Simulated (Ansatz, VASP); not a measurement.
**Two plane-wave programs on C**

File INCAR:

```
PREC = Accurate
ENCUT = 520
EDIFF = 1E-6
ISMEAR = 0
SIGMA = 0.05
LREAL = F
LASPH = T
NELM = 80
ALGO = Normal
ISIF = 2
LWAVE = F
LCHARG = T
GGA = CA
LELF = T
LVHAR = T
NBANDS = 11
```

The input KPOINTS:

```
regular mesh
0
Gamma
  12 12 12
```

POSCAR

```
C
1.0
    0.0000000000      1.7615217558      1.5614128843
    1.7615217558      0.0000000000      1.5614128843
    1.7615217558      1.7615217558      0.0000000000
C
2
Direct
    0.5000000000      0.5000000000      0.5000000000
    0.7500000000      0.7500000000      0.7500000000
```

Input for Ansatz:

```yaml
crystal:
  lattice:
    - [0.0, 1.7615217558, 1.5614128843]
    - [1.7615217558, 0.0, 1.5614128843]
    - [1.7615217558, 1.7615217558, 0.0]
  atoms:
    - { symbol: C, position: [0.5, 0.5, 0.5] }
    - { symbol: C, position: [0.75, 0.75, 0.75] }
basis:
  ecutwfc: 520.0
kpoints:
  mp_grid: { grid: [12, 12, 12] }
hamiltonian:
  xc: lda
  pseudopotentials: { kind: paw, azcp: { folder: soft_1 } }
scf:
  occupations: { method: gaussian, width: 0.05 }
output:
  forces: true
  stress: true
  eigenvalues: true
```

Alike in both runs: task single point; functional LDA; k mesh 12 × 12 × 12; occupations gaussian, width 0.05 eV; no spin polarisation.

```csv
,VASP,Ansatz
version,VASP 6.6.1,Ansatz 0.2.0
potentials or method,"VASP PAW LDA potentials, release 64 (C)","scalar-relativistic, plane waves, PAW"
plane-wave cutoff (eV),520,520
valence electrons in the cell,8,8
```

Ansatz gave:

```
gap on the k mesh at the Fermi level (eV) : 1.27
least direct gap on the mesh (eV)         : 3.92
```

What did VASP give for the same quantities?

gap on the k mesh at the Fermi level (eV): 1.26; least direct gap on the mesh (eV): 3.92.

Ansatz warned: «pseudo_functional_mismatch».
